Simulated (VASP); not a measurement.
Sb:

```
Sb
1.0
     2.15420    1.24373    3.75800
    -2.15420    1.24373    3.75800
     0.00000   -2.48746    3.75800
Sb
2
Direct
  0.23349 0.23349 0.23349
  0.76651 0.76651 0.76651
```

- Program: VASP 6.6.1
- Task: relaxation of cell and atoms
- Functional: PBE
- Potentials or basis: VASP PAW PBE potentials, release 64 (Sb)
- Cutoff: 600 eV
- k mesh: 10 × 10 × 10
- Occupations: methfessel-paxton, width 0.1 eV
- Spin: no spin polarisation

At the start: pressure 2.8 GPa; volume 30.21 Å³/atom.

**Question.** How do energy, volume and symmetry change on relaxing?

**Answer.** Over 7 steps the energy falls by 12.5 meV/atom and the volume is 31.75 Å³/atom (+5.1 %); space group R-3m (No. 166, to 0.05 Å).

Step by step:
| step | energy change (eV) | largest force (eV/Å) | pressure (GPa) | volume (Å³) |
| --- | --- | --- | --- | --- |
| 1 | 0.0000 | 0.2274 | 2.80 | 60.41 |
| 2 | -0.0132 | 0.2313 | -1.57 | 65.14 |
| 3 | -0.0244 | 0.0582 | 0.04 | 63.15 |
| 4 | -0.0247 | 0.0395 | 0.03 | 63.23 |
| 5 | -0.0249 | 0.0030 | 0.01 | 63.39 |
| 6 | -0.0250 | 0.0014 | 0.01 | 63.43 |
| 7 | -0.0250 | 0.0022 | 0.02 | 63.50 |

Final structure:
```
CELL_PARAMETERS angstrom
2.18986 1.26432 3.82257
-2.18986 1.26432 3.82257
0.00000 -2.52864 3.82257
ATOMIC_POSITIONS crystal
Sb 0.23321 0.23321 0.23321
Sb 0.76679 0.76679 0.76679
```
